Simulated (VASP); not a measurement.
# CdTe (F-43m) in VASP: settings compared, part 2 of 2

VASP 6.6.1. Earlier steps stand in the parts before.

### 4 Equation of state, PBEsol, 32.26 Å³/atom (volume scaled by 0.98)

File INCAR:

```
SYSTEM = CdTe
ALGO = Normal ; EDIFF = 1E-7
ENCUT = 520 ; GGA = PS
ISIF = 2 ; ISMEAR = -1
LASPH = .True. ; LCHARG = .False.
LREAL = .False. ; LWAVE = .False.
NBANDS = 16 ; NELM = 100
PREC = Accurate ; SIGMA = 0.05
```

File KPOINTS:

```
k-points
0
Gamma
  7 7 7
  0 0 0
```

File POSCAR:

```
CdTe
1.0
    0.0000000000      3.1834892848      3.1834892848
    3.1834892848      0.0000000000      3.1834892848
    3.1834892848      3.1834892848      0.0000000000
Te Cd
1 1
Direct
    0.7500000000      0.7500000000      0.7500000000
    0.0000000000      0.0000000000      0.0000000000
```

On the command line:

```bash
$ cat potpaw_PBE.64/Te/POTCAR potpaw_PBE.64/Cd/POTCAR > POTCAR
$ mpirun -np 1 vasp_std > vasp.out
```

Wall time 9.9 s (1 thread of Intel Xeon 6975P-C (Granite Rapids), shared host); peak memory 0.21 GiB.

It converged, with:

```
Free energy            : -5.4531 eV
Pressure               : 2.9 GPa
Band gap on the k mesh : 0.82 eV, direct
```

Caveat: the PAW data sets were made with another functional, which shifts forces and pressure a little; spin-orbit coupling is left out, which moves the levels of the heavy elements.

### 5 Equation of state, PBEsol, 33.58 Å³/atom (volume scaled by 1.02)

INCAR is that of step 4.

KPOINTS is that of step 4.

File POSCAR:

```
CdTe
1.0
    0.0000000000      3.2262257841      3.2262257841
    3.2262257841      0.0000000000      3.2262257841
    3.2262257841      3.2262257841      0.0000000000
Te Cd
1 1
Direct
    0.7500000000      0.7500000000      0.7500000000
    0.0000000000      0.0000000000      0.0000000000
```

On the command line:

```bash
$ cat potpaw_PBE.64/Te/POTCAR potpaw_PBE.64/Cd/POTCAR > POTCAR
$ mpirun -np 1 vasp_std > vasp.out
```

Run time: 10 s. Hardware: 1 thread of Intel Xeon 6975P-C (Granite Rapids), shared host; peak memory 0.21 GiB.

Results (log left out):

| Item | Value |
| --- | --- |
| Free energy | -5.4840 eV |
| Pressure | 0.9 GPa |
| Band gap on the k mesh | 0.70 eV, direct |

Caveat: the PAW data sets were made with another functional, which shifts forces and pressure a little; spin-orbit coupling is left out, which moves the levels of the heavy elements.

### 6 Equation of state, PBEsol, 34.24 Å³/atom (volume scaled by 1.04)

INCAR is that of step 5.

KPOINTS is that of step 5.

File POSCAR:

```
CdTe
1.0
    0.0000000000      3.2471758892      3.2471758892
    3.2471758892      0.0000000000      3.2471758892
    3.2471758892      3.2471758892      0.0000000000
Te Cd
1 1
Direct
    0.7500000000      0.7500000000      0.7500000000
    0.0000000000      0.0000000000      0.0000000000
```

Potentials or basis: VASP PAW PBE potentials, release 64 (Te, Cd).

On the command line:

```bash
$ cat potpaw_PBE.64/Te/POTCAR potpaw_PBE.64/Cd/POTCAR > POTCAR
$ mpirun -np 1 vasp_std > vasp.out
```

Wall time 10 s (1 thread of Intel Xeon 6975P-C (Granite Rapids), shared host); peak memory 0.21 GiB.

It converged, with:

* Free energy: -5.4880 eV
* Pressure: 0.1 GPa
* Band gap on the k mesh: 0.64 eV, direct

Caveat: the PAW data sets were made with another functional, which shifts forces and pressure a little; spin-orbit coupling is left out, which moves the levels of the heavy elements.

### 7 Equation of state, PBEsol, 34.90 Å³/atom (volume scaled by 1.06)

INCAR is that of step 6.

KPOINTS is that of step 6.

File POSCAR:

```
CdTe
1.0
    0.0000000000      3.2678590959      3.2678590959
    3.2678590959      0.0000000000      3.2678590959
    3.2678590959      3.2678590959      0.0000000000
Te Cd
1 1
Direct
    0.7500000000      0.7500000000      0.7500000000
    0.0000000000      0.0000000000      0.0000000000
```

On the command line:

```bash
$ cat potpaw_PBE.64/Te/POTCAR potpaw_PBE.64/Cd/POTCAR > POTCAR
$ mpirun -np 1 vasp_std > vasp.out
```

Wall time 10 s (1 thread of Intel Xeon 6975P-C (Granite Rapids), shared host); peak memory 0.21 GiB.

The run converged. Its results:

```
Free energy            : -5.4854 eV
Pressure               : -0.7 GPa
Band gap on the k mesh : 0.59 eV, direct
```

Caveat: the PAW data sets were made with another functional, which shifts forces and pressure a little; spin-orbit coupling is left out, which moves the levels of the heavy elements.

### 8 Equation of state, PBEsol

This step only gathers the single runs of the series.

What came out:

```yaml
Equilibrium_volume: 34.30 Å³/atom
Bulk_modulus: 41 GPa
Pressure_derivative_of_the_bulk_modulus: 4.8
```

Energy against volume, from the lowest point:
```tsv
volume (Å³/atom)	energy (meV/atom)
30.947	51.33
31.605	31.81
32.263	17.43
32.922	7.66
33.580	1.99
34.239	0.00
34.897	1.30
```

Caveat: the PAW data sets were made with another functional, which shifts forces and pressure a little. Spin-orbit coupling is left out, which matters for the levels of Te.

### 9 Equation of state, PBE, 30.95 Å³/atom (volume scaled by 0.94)

File INCAR:

```
SYSTEM = CdTe
PREC = Accurate
ENCUT = 520
EDIFF = 1E-7
ISMEAR = -1
SIGMA = 0.05
LREAL = .FALSE.
LASPH = .TRUE.
NELM = 80
ALGO = Normal
ISIF = 2
LWAVE = .FALSE.
LCHARG = .FALSE.
GGA = PE
NBANDS = 16
```

File KPOINTS:

```
regular mesh
0
G
  7 7 7
  0 0 0
```

File POSCAR:

```
CdTe
1.0
    0.0000000000      3.1395734784      3.1395734784
    3.1395734784      0.0000000000      3.1395734784
    3.1395734784      3.1395734784      0.0000000000
Te Cd
1 1
Direct
    0.7500000000      0.7500000000      0.7500000000
    0.0000000000      0.0000000000      0.0000000000
```

Potentials or basis: VASP PAW PBE potentials, release 64 (Te, Cd).

On the command line:

```bash
$ cat potpaw_PBE.64/Te/POTCAR potpaw_PBE.64/Cd/POTCAR > POTCAR
$ mpirun -np 1 vasp_std > vasp.out
```

It took 25 s on 1 thread of Intel Xeon Platinum 8559C (Emerald Rapids), shared host; peak memory 0.2 GiB.

The run converged. Its results:

```
Free energy            : -4.5714 eV
Pressure               : 8.3 GPa
Band gap on the k mesh : 1.07 eV, direct
```

Caveat: spin-orbit coupling is left out, which moves the levels of the heavy elements.

### 10 Equation of state, PBE, 31.60 Å³/atom (volume scaled by 0.96)

File INCAR:

```
SYSTEM = CdTe
  ALGO = Normal
  EDIFF = 1E-7
  ENCUT = 520
  GGA = PE
  ISIF = 2
  ISMEAR = -1
  LASPH = .True.
  LCHARG = .False.
  LREAL = .False.
  LWAVE = .False.
  NBANDS = 16
  NELM = 80
  PREC = Accurate
  SIGMA = 0.05
```

File KPOINTS:

```
k-points
0
Gamma
  7 7 7
  0 0 0
```

File POSCAR:

```
CdTe
1.0
    0.0000000000      3.1616838793      3.1616838793
    3.1616838793      0.0000000000      3.1616838793
    3.1616838793      3.1616838793      0.0000000000
Te Cd
1 1
Direct
    0.7500000000      0.7500000000      0.7500000000
    0.0000000000      0.0000000000      0.0000000000
```

On the command line:

```bash
$ cat potpaw_PBE.64/Te/POTCAR potpaw_PBE.64/Cd/POTCAR > POTCAR
$ mpirun -np 1 vasp_std > vasp.out
```

Wall time 26 s (1 thread of Intel Xeon Platinum 8559C (Emerald Rapids), shared host); peak memory 0.2 GiB.

Results (log left out):

| Item | Value |
| --- | --- |
| Free energy | -4.6335 eV |
| Pressure | 6.8 GPa |
| Band gap on the k mesh | 1.00 eV, direct |

Caveat: spin-orbit coupling is left out, which moves the levels of the heavy elements.

### 11 Equation of state, PBE, 32.26 Å³/atom (volume scaled by 0.98)

File INCAR:

```
PREC = Accurate ; ENCUT = 520
EDIFF = 1E-7 ; ISMEAR = -1
SIGMA = 0.05 ; LREAL = F
LASPH = T ; NELM = 60
ALGO = Normal ; ISIF = 2
LWAVE = F ; LCHARG = F
GGA = PE ; NBANDS = 16
```

File KPOINTS:

```
Automatic mesh
0
Gamma
  7 7 7
```

File POSCAR:

```
CdTe
1.0
    0.0000000000      3.1834892848      3.1834892848
    3.1834892848      0.0000000000      3.1834892848
    3.1834892848      3.1834892848      0.0000000000
Te Cd
1 1
Direct
    0.7500000000      0.7500000000      0.7500000000
    0.0000000000      0.0000000000      0.0000000000
```

On the command line:

```bash
$ cat potpaw_PBE.64/Te/POTCAR potpaw_PBE.64/Cd/POTCAR > POTCAR
$ mpirun -np 1 vasp_std > vasp.out
```

Wall time 26 s (1 thread of Intel Xeon Platinum 8559C (Emerald Rapids), shared host); peak memory 0.2 GiB.

The run converged. Its results:

```
Free energy            : -4.6844 eV
Pressure               : 5.6 GPa
Band gap on the k mesh : 0.94 eV, direct
```

Caveat: spin-orbit coupling is left out, which moves the levels of the heavy elements.

### 12 Equation of state, PBE, 33.58 Å³/atom (volume scaled by 1.02)

File INCAR:

```
SYSTEM = CdTe
ALGO     = Normal         ! electronic algorithm
EDIFF    = 1E-7           ! SCF threshold, eV
ENCUT    = 520            ! plane-wave cutoff, eV
GGA      = PE             ! functional
ISIF     = 2              ! what is computed and relaxed
ISMEAR   = -1             ! smearing method
LASPH    = .TRUE.         ! aspherical terms in the spheres
LCHARG   = .FALSE.        ! write CHGCAR
LREAL    = .FALSE.        ! projectors in reciprocal space
LWAVE    = .FALSE.        ! write WAVECAR
NBANDS   = 16             ! bands
NELM     = 80             ! most SCF steps
PREC     = Accurate       ! precision mode
SIGMA    = 0.05           ! smearing width, eV
```

File KPOINTS:

```
k-points
0
G
  7 7 7
  0 0 0
```

File POSCAR:

```
CdTe
1.0
    0.0000000000      3.2262257841      3.2262257841
    3.2262257841      0.0000000000      3.2262257841
    3.2262257841      3.2262257841      0.0000000000
Te Cd
1 1
Direct
    0.7500000000      0.7500000000      0.7500000000
    0.0000000000      0.0000000000      0.0000000000
```

Potentials or basis: VASP PAW PBE potentials, release 64 (Te, Cd).

On the command line:

```bash
$ cat potpaw_PBE.64/Te/POTCAR potpaw_PBE.64/Cd/POTCAR > POTCAR
$ mpirun -np 1 vasp_std > vasp.out
```

It took 29 s on 1 thread of Intel Xeon Platinum 8559C (Emerald Rapids), shared host; peak memory 0.21 GiB.

The run converged. Its results:

```
Free energy            : -4.7570 eV
Pressure               : 3.4 GPa
Band gap on the k mesh : 0.81 eV, direct
```

Caveat: spin-orbit coupling is left out, which moves the levels of the heavy elements.

### 13 Equation of state, PBE, 34.24 Å³/atom (volume scaled by 1.04)

File INCAR:

```
SYSTEM = CdTe
ALGO = Normal
EDIFF = 1E-7
ENCUT = 520
GGA = PE
ISIF = 2
ISMEAR = -1
LASPH = .TRUE.
LCHARG = .FALSE.
LREAL = .FALSE.
LWAVE = .FALSE.
NBANDS = 16
NELM = 60
PREC = Accurate
SIGMA = 0.05
```

KPOINTS is that of step 12.

File POSCAR:

```
CdTe
1.0
    0.0000000000      3.2471758892      3.2471758892
    3.2471758892      0.0000000000      3.2471758892
    3.2471758892      3.2471758892      0.0000000000
Te Cd
1 1
Direct
    0.7500000000      0.7500000000      0.7500000000
    0.0000000000      0.0000000000      0.0000000000
```

On the command line:

```bash
$ cat potpaw_PBE.64/Te/POTCAR potpaw_PBE.64/Cd/POTCAR > POTCAR
$ mpirun -np 1 vasp_std > vasp.out
```

Wall time 30 s (1 thread of Intel Xeon Platinum 8559C (Emerald Rapids), shared host); peak memory 0.21 GiB.

The run converged. Its results:

- Free energy: -4.7807 eV
- Pressure: 2.4 GPa
- Band gap on the k mesh: 0.75 eV, direct

Caveat: spin-orbit coupling is left out, which moves the levels of the heavy elements.

### 14 Equation of state, PBE, 34.90 Å³/atom (volume scaled by 1.06)

File INCAR:

```
SYSTEM = CdTe
PREC = Accurate ; ENCUT = 520
EDIFF = 1E-7 ; ISMEAR = -1
SIGMA = 0.05 ; LREAL = .FALSE.
LASPH = .TRUE. ; NELM = 100
ALGO = Normal ; ISIF = 2
LWAVE = .FALSE. ; LCHARG = .FALSE.
GGA = PE ; NBANDS = 16
```

File KPOINTS:

```
Automatic mesh
0
G
  7 7 7
  0 0 0
```

File POSCAR:

```
CdTe
1.0
    0.0000000000      3.2678590959      3.2678590959
    3.2678590959      0.0000000000      3.2678590959
    3.2678590959      3.2678590959      0.0000000000
Te Cd
1 1
Direct
    0.7500000000      0.7500000000      0.7500000000
    0.0000000000      0.0000000000      0.0000000000
```

On the command line:

```bash
$ cat potpaw_PBE.64/Te/POTCAR potpaw_PBE.64/Cd/POTCAR > POTCAR
$ mpirun -np 1 vasp_std > vasp.out
```

Wall time 31 s (1 thread of Intel Xeon Platinum 8559C (Emerald Rapids), shared host); peak memory 0.21 GiB.

Results (log left out):

```yaml
Free_energy: -4.7971 eV
Pressure: 1.6 GPa
Band_gap_on_the_k_mesh: 0.69 eV, direct
```

Caveat: spin-orbit coupling is left out, which moves the levels of the heavy elements.

### 15 Equation of state, PBE

Potentials or basis: VASP PAW PBE potentials, release 64 (Te, Cd).

This step only gathers the single runs of the series.

What came out:

```yaml
Equilibrium_volume: "36.35 Å³/atom (rough: see the caveat)"
Bulk_modulus: 35 GPa (rough)
```

Energy against volume, from the lowest point:
```
volume (Å³/atom)  energy (meV/atom)
          30.947             112.82
          31.605              81.77
          32.263              56.33
          32.922              35.91
          33.580              20.01
          34.239               8.18
          34.897               0.00
```

Caveat: the minimum lies outside the volumes run.

### 16 How close it comes

Step 8. A measured bulk modulus of CdTe is 42 GPa (powder; quoted in “Multiscale insight into the Cd1-xZnxTe vibrational-mechanical properties -- High-pressure experiments and ab initio calculations”, 2023, arxiv:2306.14539); the calculated 41 GPa misses it by -1.8 %. The fit is for a static lattice scaled at fixed shape and fixed fractional positions.
